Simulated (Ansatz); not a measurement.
Set up this calculation in Ansatz 0.2.0, as the native input.

```
Task                : relaxation of cell and atoms
Functional          : PBEsol
Dispersion          : D3(BJ)
Potentials or basis : Ansatz PAW
Cutoff              : 420 eV (not typed: the program's choice for these potentials)
k mesh              : 13 × 13 × 13
Occupations         : fermi-dirac, width 0.05 eV
Spin                : no spin polarisation
```

Cu:

```
CELL_PARAMETERS angstrom
-1.44279 1.44279 1.37608
1.44279 -1.44279 1.37608
1.44279 1.44279 -1.37608
ATOMIC_POSITIONS crystal
Cu 0.00000 0.00000 0.00000
```

This isn't the form of Cu at room conditions, which is fcc.

The input as run:

input.yaml

```yaml
crystal:
  lattice:
    - [-1.44279332, 1.44279332, 1.37608145]
    - [1.44279332, -1.44279332, 1.37608145]
    - [1.44279332, 1.44279332, -1.37608145]
  atoms:
    - { symbol: Cu, position: [0.0, 0.0, 0.0] }
hamiltonian:
  xc: pbesol
  pseudopotentials: { kind: paw }
  dispersion: d3bj
kpoints:
  mp_grid: { grid: [13, 13, 13] }
scf:
  occupations: { method: fermi_dirac, width: 0.05 }
output:
  forces: true
  stress: true
  eigenvalues: true
relax:
  f_tol: 0.01
  max_steps: 40
  cell: { stress_tol: 0.05 }
```

Potentials or basis: Ansatz PAW.

The run is started by

```bash
$ ansatz run input.yaml --threads 2 --pin off --max-ram 5632MiB --backend cpu --events-out ev --progress --plain --runs-dir out
```

Results of the run:

- Relaxed volume: 10.85 Å³/atom
- Relaxed cell: a = 2.416 Å, b = 2.416 Å, c = 2.416 Å, α = 108.60°, β = 108.60°, γ = 111.22°
- Space group after relaxing (to 0.05 Å): I4/mmm (No. 139)
- Energy gained by relaxing: 18.1 meV/atom
- Ionic steps: 8
- Pressure after relaxing: 0.0 GPa
- Band gap on the k mesh: none (metal or under the smearing width)

Caveat: the plane-wave basis is chosen anew once the cell has moved, so the energies of steps on either side of that aren't comparable; pairwise dispersion overbinds metals, which lowers pressure and volume; the PAW data sets come from PBE, with cores solved anew for the run's functional, which leaves a small shift of forces and pressure.

It took 7.2 s on 2 threads of Intel(R) Xeon(R) 6975P-C (Granite Rapids) (shared host), peak memory 0.34 GiB.
